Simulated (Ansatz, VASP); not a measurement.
One calculation of Os, two programs

```
Os
1.0
     2.71505    0.00000    0.00000
    -1.35753    2.35130    0.00000
     0.00000    0.00000    8.71488
Os
4
Direct
  0.00000 0.00000 0.00000
  0.00000 0.00000 0.50000
  0.33333 0.66667 0.25000
  0.66667 0.33333 0.75000
```

Alike in both runs: task single point; functional RPBE; k mesh 15 × 15 × 4; occupations fermi-dirac, width 0.1 eV; no spin polarisation.

|  | VASP | Ansatz |
| --- | --- | --- |
| version | VASP 6.6.1 | Ansatz 0.2.0 |
| potentials or method | VASP PAW PBE potentials, release 64 (Os) | plane waves (420 eV) with PAW, scalar-relativistic |
| plane-wave cutoff (eV) | 520 | 420 |
| valence electrons in the cell | 32 | 64 |

Ansatz gave:

| Item | Value |
| --- | --- |
| pressure (GPa) | 16.8 |
| largest component of the traceless stress (GPa) | 1.60 |

Problem. Estimate VASP's values.

Solution. Pressure (GPa): 16.6; largest component of the traceless stress (GPa): 1.56.

With one functional, cell and mesh, what is left measures potentials, basis and numerics. The two sets of potentials don't hold the same shells in valence.

Caveats: so large a pressure means that the cell lies far from this level's equilibrium, or that cutoff or potentials fall short (VASP); the potentials were made for another functional, which shifts forces and pressure (VASP). Spin-orbit coupling is left out, which matters for the levels of Os.
